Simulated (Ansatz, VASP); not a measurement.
## KI: VASP beside Ansatz

File INCAR:

```
PREC = Accurate
ENCUT = 520
EDIFF = 1E-7
ISMEAR = 0
SIGMA = 0.02
LREAL = F
LASPH = T
NELM = 100
ALGO = Normal
ISIF = 2
LWAVE = F
LCHARG = F
GGA = PE
NBANDS = 15
```

Contents of KPOINTS:

```
regular mesh
0
Gamma
  6 6 6
```

Contents of POSCAR:

```
KI
1.0
    4.4005000000      0.0000000000      0.0000000000
    0.0000000000      4.4005000000      0.0000000000
    0.0000000000      0.0000000000      4.4005000000
K I
1 1
Direct
    0.0000000000      0.0000000000      0.0000000000
    0.5000000000      0.5000000000      0.5000000000
```

Input for Ansatz:

```yaml
crystal:
  lattice:
    - [4.4005, 0.0, 0.0]
    - [0.0, 4.4005, 0.0]
    - [0.0, 0.0, 4.4005]
  atoms:
    - { symbol: K, position: [0.0, 0.0, 0.0] }
    - { symbol: I, position: [0.5, 0.5, 0.5] }
basis:
  ecutwfc: 420
kpoints:
  mp_grid: { grid: [6, 6, 6] }
hamiltonian:
  xc: pbe
scf:
  occupations: { method: gaussian, width: 0.02 }
output:
  forces: true
  stress: true
  eigenvalues: true
```

Alike in both runs: task single point; functional PBE; k mesh 6 × 6 × 6; occupations gaussian, width 0.02 eV; no spin polarisation.

|  | VASP | Ansatz |
| --- | --- | --- |
| version | VASP 6.6.1 | Ansatz 0.2.0 |
| potentials or method | VASP PAW PBE potentials, release 64 (K_sv, I) | scalar-relativistic, plane waves, PAW |
| plane-wave cutoff (eV) | 520 | 420 |
| valence electrons in the cell | 16 | 26 |

```tsv
	VASP	Ansatz	Ansatz less VASP
gap on the k mesh at the Fermi level (eV)	3.15	3.16	+0.003
least direct gap on the mesh (eV)	3.47	3.48	+0.003
pressure (GPa)	-0.4	-0.5	-0.02
```

The two sets of potentials don't hold the same shells in valence.

Caveats: spin-orbit coupling is left out, which moves the levels of the heavy elements. A k mesh can miss the band edges. As with any semilocal functional, this PBE gap is likely too small.
